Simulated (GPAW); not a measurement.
Runs of GPAW 26.7.0 on HfN. The structure is cubic, space group Fm-3m (No. 225). Conventional cell: a = 4.512 Å, b = 4.512 Å, c = 4.512 Å, α = 90.00°, β = 90.00°, γ = 90.00°. Hf (site symmetry m-3m) is surrounded by 6 N at 2.26 Å. N (site symmetry m-3m) has 6 Hf at 2.26 Å as nearest neighbours. 

| task | level | potentials or basis | cell | k mesh | smearing | optimizer | fmax | max steps | convergence | eigensolver | gap on the mesh (eV) | pressure (GPa) | V0 of scaled cells (Å³/atom) | relaxed volume (Å³/atom) | B0 (GPa) |
| --- | --- | --- | --- | --- | --- | --- | --- | --- | --- | --- | --- | --- | --- | --- | --- |
| relaxation of cell and atoms | PBEsol+D4 | PAW data sets generated in the run's folder for this functional, pw | relaxed | 10 × 10 × 10 | fermi-dirac 0.05 eV | BFGS | 0.02 eV/Å | 60 | density=1e-05 forces=0.0001 | - | none | 0.0 | - | 11.31 | - |
| single point | RPBE | the program's PAW data sets (release 1.2.1) made for this functional, pw | as given | 10 × 10 × 10 | gaussian 0.1 eV | - | - | - | - | - | none | 12.0 | - | - | - |
| equation of state | revPBE+D4 | the program's PAW data sets (release 1.2.1) made for this functional, pw | as given | 8 × 8 × 8 | fermi-dirac 0.05 eV | - | - | - | - | - | - | - | (b) | - | 273 |
| relaxation of cell and atoms | revPBE+D4 | the program's PAW data sets (release 1.2.1) made for this functional, pw | relaxed | 10 × 10 × 10 | fermi-dirac 0.05 eV | BFGS | 0.02 eV/Å | 60 | density=1e-05 forces=0.0001 | - | none | 0.0 | - | (c) | - |
| relaxation of cell and atoms | BLYP+D4 | PAW data sets generated in the run's folder for this functional, pw | relaxed | 10 × 10 × 10 | fermi-dirac 0.05 eV | FIRE | 0.02 eV/Å | 40 | density=1e-05 forces=0.0001 | davidson | none | -0.1 | - | 11.67 | - |
| relaxation of cell and atoms | PBEsol+D3(BJ) | PAW data sets generated in the run's folder for this functional, pw | relaxed | 10 × 10 × 10 | fermi-dirac 0.05 eV | BFGS | 0.01 eV/Å | 60 | density=1e-05 forces=0.0001 | - | none | 0.1 | - | 11.20 | - |
| relaxation of cell and atoms | revPBE+D3(BJ) | the program's PAW data sets (release 1.2.1) made for this functional, pw | relaxed | 10 × 10 × 10 | fermi-dirac 0.05 eV | BFGS | 0.02 eV/Å | 100 | density=1e-05 forces=0.0001 | - | none | 0.0 | - | - | - |
| equation of state | revPBE+D3 | the program's PAW data sets (release 1.2.1) made for this functional, pw | as given | 8 × 8 × 8 | fermi-dirac 0.05 eV | - | - | - | - | - | - | - | (a) | - | 283 |
| single point | RPBE | the program's PAW data sets (release 1.2.1) made for this functional, pw | as given | 10 × 10 × 10 | gaussian 0.05 eV | - | - | - | - | - | none | 12.0 | - | - | - |
| equation of state | PBEsol+D3(BJ) | PAW data sets generated in the run's folder for this functional, pw | as given | 8 × 8 × 8 | fermi-dirac 0.05 eV | - | - | - | - | - | - | - | 11.24 | - | 304 |
| relaxation of cell and atoms | RPBE+D4 | the program's PAW data sets (release 1.2.1) made for this functional, pw | relaxed to 10 GPa | 10 × 10 × 10 | fermi-dirac 0.05 eV | FIRE | 0.01 eV/Å | 40 | density=1e-05 forces=0.0001 | - | none | 9.9 | - | - | - |

Alike in all rows: no spin polarisation; cutoff (eV) 800.

Estimate the missing entries.

(a) 11.50; (b) 11.55; (c) 11.52.

Caveats: later steps reuse the first step's grids (some runs); pairwise dispersion overbinds metals, which lowers pressure and volume (some runs); the relaxation stopped at its first step, so nothing moved (some runs).

A k mesh can miss the band edges, and the runs leave out spin-orbit coupling on Hf.

A gap of «none» marks a metal or a gap under the smearing width.

Runs at the PBE level aren't shown here.
